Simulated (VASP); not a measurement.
# GaCo (Pm-3m) in VASP: electric field gradients with PBE

Aim: the electric field gradients of GaCo with PBE.

Program: VASP 6.6.1. These are calculated values, not measurements. Logs are shortened: lines on timing, memory, paths and dates and some standing lists are left out, and cuts for length are marked.

## (1) The undisturbed crystal

It takes space group Pm-3m (No. 221, cubic). The conventional cell has a = 2.883 Å, b = 2.883 Å, c = 2.883 Å, α = 90.00°, β = 90.00°, γ = 90.00°. Around Ga (site symmetry m-3m) lie 8 Co at 2.50 Å. Co (site symmetry m-3m) has 8 Ga at 2.50 Å as nearest neighbours.

## (2) Electric field gradients, PBE, collinear spin, typed start (volume scaled by 1.06)

INCAR reads:

```
PREC = Accurate
ENCUT = 520
EDIFF = 1E-8
ISMEAR = -1
SIGMA = 0.03
LREAL = F
LASPH = T
NELM = 150
ALGO = Normal
ISIF = 2
LWAVE = F
LCHARG = F
ISPIN = 2
MAGMOM = 0 2
LORBIT = 11
LMAXMIX = 4
GGA = PE
LEFG = T
NBANDS = 22
```

KPOINTS reads:

```
regular mesh
0
Gamma
  11 11 11
```

POSCAR reads:

```
GaCo
1.0
    2.9396457283      0.0000000000      0.0000000000
    0.0000000000      2.9396457283      0.0000000000
    0.0000000000      0.0000000000      2.9396457283
Ga Co
1 1
Direct
    0.5000000000      0.5000000000      0.5000000000
    0.0000000000      0.0000000000      0.0000000000
```

Potentials or basis: VASP PAW PBE potentials, release 64 (Ga_d, Co).

On the command line:

```console
$ cat potpaw_PBE.64/Ga_d/POTCAR potpaw_PBE.64/Co/POTCAR > POTCAR
$ mpirun -np 1 vasp_std > vasp.out
```

OUTCAR:

```text
PREC = Accurate
   ENCUT = 520
   EDIFF = 1E-8
   ISMEAR = -1
   LREAL = F
   LASPH = T
   NELM = 150
   ISIF = 2
   ISPIN = 2
   LORBIT = 11
   GGA = PE

 ion  position               nearest neighbor table
   1  0.500  0.500  0.500-   2 2.55   2 2.55   2 2.55   2 2.55   2 2.55   2 2.55   2 2.55   2 2.55

   2  0.000  0.000  0.000-   1 2.55   1 2.55   1 2.55   1 2.55   1 2.55   1 2.55   1 2.55   1 2.55

  LATTYP: Found a simple cubic cell.
 ALAT       =     2.9396457283

  Lattice vectors:

 A1 = (   2.9396457283,   0.0000000000,   0.0000000000)
 A2 = (   0.0000000000,   2.9396457283,   0.0000000000)
 A3 = (   0.0000000000,   0.0000000000,   2.9396457283)

Analysis of symmetry for initial positions (statically):
=====================================================================
 Subroutine PRICEL returns:
 Original cell was already a primitive cell.

 Routine SETGRP: Setting up the symmetry group for a
 simple cubic supercell.

 Subroutine GETGRP returns: Found 48 space group operations
 (whereof 48 operations were pure point group operations)
 out of a pool of 48 trial point group operations.

The static configuration has the point symmetry O_h .

Analysis of symmetry for dynamics (positions and initial velocities):
=====================================================================
 Subroutine PRICEL returns:
 Original cell was already a primitive cell.

 Routine SETGRP: Setting up the symmetry group for a
 simple cubic supercell.

 Subroutine GETGRP returns: Found 48 space group operations
 (whereof 48 operations were pure point group operations)
 out of a pool of 48 trial point group operations.

The dynamic configuration has the point symmetry O_h .

Analysis of structural, dynamic, and magnetic symmetry:
=====================================================================
 Subroutine PRICEL returns:
 Original cell was already a primitive cell.

 Routine SETGRP: Setting up the symmetry group for a
 simple cubic supercell.

 Subroutine GETGRP returns: Found 48 space group operations
 (whereof 48 operations were pure point group operations)
 out of a pool of 48 trial point group operations.

The overall configuration has the point symmetry O_h .

 Subroutine INISYM returns: Found 48 space group operations
 (whereof 48 operations are pure point group operations),
 and found     1 'primitive' translations

----------------------------------------------------------------------------------------

                                     Primitive cell

  volume of cell :      25.4030

  direct lattice vectors                    reciprocal lattice vectors
     2.939645728  0.000000000  0.000000000     0.340177046  0.000000000  0.000000000
     0.000000000  2.939645728  0.000000000     0.000000000  0.340177046  0.000000000
     0.000000000  0.000000000  2.939645728     0.000000000  0.000000000  0.340177046

  length of vectors
     2.939645728  2.939645728  2.939645728     0.340177046  0.340177046  0.340177046

  position of ions in fractional coordinates (direct lattice)
     0.500000000  0.500000000  0.500000000
     0.000000000  0.000000000  0.000000000

  ion indices of the primitive-cell ions
   primitive index   ion index
                 1           1
                 2           2

----------------------------------------------------------------------------------------

 KPOINTS: regular mesh

Automatic generation of k-mesh.
 Grid dimensions read from file:
 generate k-points for:   11   11   11

 Generating k-lattice:

  Cartesian coordinates                     Fractional coordinates (reciprocal lattice)
     0.030925186  0.000000000  0.000000000     0.090909091  0.000000000  0.000000000
     0.000000000  0.030925186  0.000000000     0.000000000  0.090909091  0.000000000
     0.000000000  0.000000000  0.030925186     0.000000000  0.000000000  0.090909091

  Length of vectors
     0.030925186  0.030925186  0.030925186

  Shift w.r.t. Gamma in fractional coordinates (k-lattice)
     0.000000000  0.000000000  0.000000000

 Subroutine IBZKPT returns following result:
 ===========================================

 Found     56 irreducible k-points:

 Following reciprocal coordinates:
            Coordinates               Weight
  0.000000  0.000000  0.000000      1.000000
  0.090909  0.000000  0.000000      6.000000
  0.181818  0.000000  0.000000      6.000000
  0.272727  0.000000  0.000000      6.000000
  0.363636  0.000000  0.000000      6.000000
  0.454545  0.000000  0.000000      6.000000
[... 16 lines left out ...]
  0.181818  0.090909  0.090909     24.000000
  0.272727  0.090909  0.090909     24.000000
 [... further k-points ...]
   k-points           NKPTS =     56   k-points in BZ     NKDIM =     56   number of bands    NBANDS=     22
   number of dos      NEDOS =    301   number of ions     NIONS =      2
   total plane-waves  NPLWV =  13824
   dimension x,y,z NGX =    24 NGY =   24 NGZ =   24
   dimension x,y,z NGXF=    48 NGYF=   48 NGZF=   48
   ions per type =               1   1
   NGX,Y,Z   is equivalent  to a cutoff of  13.57, 13.57, 13.57 a.u.
   NGXF,Y,Z  is equivalent  to a cutoff of  27.15, 27.15, 27.15 a.u.
 SYSTEM =  unknown system
   PREC   = accura    normal or accurate (medium, high low for compatibility)
   ISTART =      0    job   : 0-new  1-cont  2-samecut
   ICHARG =      2    charge: 1-file 2-atom 10-const
   ISPIN  =      2    spin polarized calculation?
   LNONCOLLINEAR =      F non collinear calculations
   LSORBIT =      F    spin-orbit coupling
   LASPH  =      T    aspherical Exc in radial PAW
   ENCUT  =  520.0 eV  38.22 Ry    6.18 a.u.   5.47  5.47  5.47*2*pi/ulx,y,z
   NELM   =    150;   NELMIN=  2; NELMDL= -5     # of ELM steps
   EDIFF  = 0.1E-07   stopping-criterion for ELM
   LREAL  =      F    real-space projection
   EDIFFG = 0.1E-06   stopping-criterion for IOM
   NSW    =      0    number of steps for IOM
   IBRION =     -1    ionic relax: 0-MD 1-quasi-New 2-CG
   NFREE  =      0    steps in history (QN), initial steepest desc. (CG)
   ISIF   =      2    stress and relaxation
   ISYM   =      2    0-nonsym 1-usesym 2-fastsym
   POTIM  = 0.5000    time-step for ionic-motion
   TEBEG  =    0.0;   TEEND  =   0.0 temperature during run
   PSTRESS=    0.0 pullay stress
   NELECT =      22.0000    total number of electrons
   NUPDOWN=      -1.0000    fix difference up-down
   EMIN   =  10.00;   EMAX   =-10.00  energy-range for DOS
   EFERMI =   0.00;   METHOD = LEGACY
   ISMEAR =    -1;   SIGMA  =   0.03  broadening in eV -4-tet -1-fermi 0-gaus
   EFERMI_NEDOS =   21; number of points for ismear=-14 and -15
   IALGO  =     38    algorithm
   IMIX   =      4    mixing-type and parameters
     AMIX     =   0.40;   BMIX     =  1.00
     AMIX_MAG =   1.60;   BMIX_MAG =  1.00
  volume/ion in A,a.u.               =      12.70        85.71
  Fermi-wavevector in a.u.,A,eV,Ry     =   1.560465  2.948851 33.130885  2.435051
  Thomas-Fermi vector in A             =   2.663673
   LORBIT       =     11    0 simple, 1 ext, 2 COOP (PROOUT), +10 PAW based schemes
   GGA     = PE    functional components
   LHFCALC =     F    Hartree Fock is set to
   AEXX    =    0.0000 exact exchange contribution
   IVDW    =     0    specifies the selected vdW correction
   LEPSILON=     F    determine dielectric tensor
   LRPA    =     F    only Hartree local field effects (RPA)
 spin polarized calculation
  energy-cutoff  :      520.00
  volume of cell :       25.40
 maximum number of plane-waves:       711
 NGX is ok and might be reduce to    24

 number of electron      21.9999989 magnetization       0.2686173

 Free energy of the ion-electron system (eV)
  ---------------------------------------------------
  ext. energy  EPLUGINS =         0.00000000
  ---------------------------------------------------
  free energy    TOTEN  =       -10.43764162 eV

  energy without entropy =      -10.43369915  energy(sigma->0) =      -10.43567038

 E-fermi :   8.8580     XC(G=0): -12.8265

 val. band max:        8.8408937810   @ k =   0.4545   0.2727   0.0909
 cond. band min:       8.8708007329   @ k =   0.4545   0.4545   0.2727
 fundamental gap:      0.0299069518
 Fermi energy:         8.8580445867

 spin component 1

 k-point     1 :       0.0000    0.0000    0.0000
  band No.  band energies     occupation
      1      -6.1107      1.00000
      2      -6.1107      1.00000
      3      -5.8215      1.00000
      4      -5.8215      1.00000
      5      -5.8215      1.00000
      6      -2.5926      1.00000
[... 14 lines left out ...]
     21      32.8625      0.00000
     22      32.8625      0.00000

 k-point     2 :       0.0909    0.0000    0.0000
  band No.  band energies     occupation
      1      -6.1073      1.00000
      2      -6.0922      1.00000
      3      -5.8282      1.00000
      4      -5.8282      1.00000
      5      -5.8200      1.00000
      6      -2.4439      1.00000
[... 542 lines left out ...]
 k-point    24 :       0.2727    0.0909    0.0909
  band No.  band energies     occupation
      1      -6.0586      1.00000
      2      -5.9642      1.00000
      3      -5.8846      1.00000
      4      -5.8792      1.00000
      5      -5.8274      1.00000
      6      -0.9765      1.00000
[... 14 lines left out ...]
     21      28.9290      0.00000
     22      31.0195      0.00000

 [... further k-points ...]

 spin component 2

 k-point     1 :       0.0000    0.0000    0.0000
  band No.  band energies     occupation
      1      -6.1163      1.00000
      2      -6.1163      1.00000
      3      -5.8264      1.00000
      4      -5.8264      1.00000
      5      -5.8264      1.00000
      6      -2.6187      1.00000
[... 14 lines left out ...]
     21      32.9126      0.00000
     22      32.9126      0.00000

 k-point     2 :       0.0909    0.0000    0.0000
  band No.  band energies     occupation
      1      -6.1129      1.00000
      2      -6.0977      1.00000
      3      -5.8332      1.00000
      4      -5.8332      1.00000
      5      -5.8250      1.00000
      6      -2.4700      1.00000
[... 542 lines left out ...]
 k-point    24 :       0.2727    0.0909    0.0909
  band No.  band energies     occupation
      1      -6.0643      1.00000
      2      -5.9697      1.00000
      3      -5.8898      1.00000
      4      -5.8844      1.00000
      5      -5.8325      1.00000
      6      -1.0025      1.00000
[... 14 lines left out ...]
     21      28.9247      0.00000
     22      31.0150      0.00000

 [... further k-points ...]

------------------------ aborting loop because EDIFF is reached ----------------------------------------

  FORCE on cell =-STRESS in cart. coord.  units (eV):
  Direction    XX          YY          ZZ          XY          YZ          ZX
  --------------------------------------------------------------------------------------
  -------------------------------------------------------------------------------------
  Total       -1.3657425     -1.3657425     -1.3657425      0.0000000      0.0000000      0.0000000
  in kB      -86.1379261    -86.1379261    -86.1379261      0.0000000      0.0000000      0.0000000
  external PRESSURE =     -86.1379261 kB  Pullay stress =       0.0000000 kB

 VOLUME and BASIS-vectors are now :
 -----------------------------------------------------------------------------
  energy-cutoff  :      520.00
  volume of cell :       25.40
      direct lattice vectors                 reciprocal lattice vectors
     2.939645728  0.000000000  0.000000000     0.340177046  0.000000000  0.000000000
     0.000000000  2.939645728  0.000000000     0.000000000  0.340177046  0.000000000
     0.000000000  0.000000000  2.939645728     0.000000000  0.000000000  0.340177046

 POSITION                                       TOTAL-FORCE (eV/Angst)
 -----------------------------------------------------------------------------------
      1.46982      1.46982      1.46982         0.000000      0.000000      0.000000
      0.00000      0.00000      0.00000         0.000000      0.000000      0.000000
 -----------------------------------------------------------------------------------
    total drift:                                0.000000      0.000000     -0.000000

  FREE ENERGIE OF THE ION-ELECTRON SYSTEM (eV)
  ---------------------------------------------------
  free  energy   TOTEN  =       -10.4376416152 eV

  energy  without entropy=      -10.4336991463  energy(sigma->0) =      -10.43567038

 Electric field gradients (V/A^2)
---------------------------------------------------------------------
 ion       V_xx      V_yy      V_zz      V_xy      V_xz      V_yz
---------------------------------------------------------------------
   1      -0.000    -0.000    -0.000    -0.000     0.000     0.000
   2      -0.000    -0.000    -0.000    -0.000     0.000    -0.000
---------------------------------------------------------------------

 Electric field gradients after diagonalization (V/A^2)
 (convention: |V_zz| > |V_xx| > |V_yy|)
----------------------------------------------------------------------
 ion       V_xx      V_yy      V_zz     asymmetry (V_yy - V_xx)/ V_zz
----------------------------------------------------------------------
   1      -0.000    -0.000    -0.000      -0.105
   2      -0.000    -0.000    -0.000      -0.746
----------------------------------------------------------------------

           NMR quadrupolar parameters

 Cq : quadrupolar parameter    Cq=e*Q*V_zz/h
 eta: asymmetry parameters     (V_yy - V_xx)/ V_zz
 Q  : nuclear electric quadrupole moment in mb (millibarn)
----------------------------------------------------------------------
 ion       Cq(MHz)       eta       Q (mb)
----------------------------------------------------------------------
   1      -0.000      -0.105       1.000
   2      -0.000      -0.746       1.000
----------------------------------------------------------------------

 total charge

# of ion       s       p       d       tot
------------------------------------------
    1        0.840   0.826  10.029  11.696
    2        0.370   0.404   7.467   8.241
--------------------------------------------------
tot          1.210   1.230  17.497  19.937

 magnetization (x)

# of ion       s       p       d       tot
------------------------------------------
    1       -0.003  -0.011  -0.005  -0.019
    2        0.002  -0.006   0.311   0.307
--------------------------------------------------
tot         -0.002  -0.017   0.306   0.288
```

It took 36 s on 1 thread of Intel Xeon Platinum 8488C (Sapphire Rapids), shared host; peak memory 0.18 GiB.

What came out:

| Quantity | Value |
| --- | --- |
| Free energy | -10.4376 eV |
| Pressure | -8.6 GPa |
| Band gap on the k mesh | none (metal or under the smearing width) |
| Net moment | 0.27 μB per cell |
| Site moments | Ga -0.02; Co +0.31 μB |
| Valence electrons inside the program's atomic spheres | Ga 11.70; Co 8.24 |

Electric field gradients, principal values (V/Å²):
| atom | Vxx | Vyy | Vzz |
| --- | --- | --- | --- |
| 1 Ga | 0.000 | 0.000 | 0.000 |
| 2 Co | 0.000 | 0.000 | 0.000 |
